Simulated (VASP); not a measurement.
Here is a VASP 6.6.1 calculation.

Contents of POSCAR:

```
Mg
1.0
    3.2093000000      0.0000000000      0.0000000000
   -1.6046500000      2.7793353284      0.0000000000
    0.0000000000      0.0000000000      5.2103000000
Mg
2
Direct
    0.6666666667      0.3333333333      0.7500000000
    0.3333333333      0.6666666667      0.2500000000
```

Contents of INCAR.step1:

```
PREC = Accurate ; ENCUT = 600
EDIFF = 1E-5 ; ISMEAR = -1
SIGMA = 0.05 ; LREAL = False
LASPH = True ; NELM = 100
ALGO = Normal ; LWAVE = True
LCHARG = False ; GGA = PE
```

INCAR.step2

```
PREC = Accurate ; ENCUT = 600
EDIFF = 1E-6 ; ISMEAR = -1
SIGMA = 0.05 ; LREAL = False
LASPH = True ; NELM = 100
ALGO = Normal ; ISIF = 3
LWAVE = False ; LCHARG = False
GGA = PE ; LHFCALC = True
HFSCREEN = 0.3 ; PRECFOCK = Fast
IBRION = 2 ; NSW = 40
EDIFFG = -0.01 ; ISTART = 1
```

KPOINTS

```
Automatic mesh
0
Gamma
  5 5 3
```

Potentials or basis: VASP PAW PBE potentials, release 64 (Mg).

Command:

```sh
$ cat potpaw_PBE.64/Mg/POTCAR > POTCAR
$ cp INCAR.step1 INCAR
$ mpirun -np 1 vasp_std > vasp.out
$ cp INCAR.step2 INCAR
$ mpirun -np 1 vasp_std > vasp.out
```

Task: What does it give for the relaxed cell?

Result: a = 3.185 Å, b = 3.185 Å, c = 5.204 Å, α = 90.00°, β = 90.00°, γ = 120.00°.

Task: What does it give for the relaxed volume?

Result: 22.86 Å³/atom.

The path:
```tsv
step	energy change (eV)	largest force (eV/Å)	pressure (GPa)	volume (Å³)
1	0.0000	0.0000	-0.60	46.47
2	-0.0018	0.0000	-0.15	45.89
3	-0.0019	0.0000	0.00	45.71
```

Caveat: the k mesh is coarse (spacing up to 0.45 Å⁻¹), so the values aren't converged, least of all with exact exchange; the PAW data sets were made with another functional, which shifts forces and pressure a little.
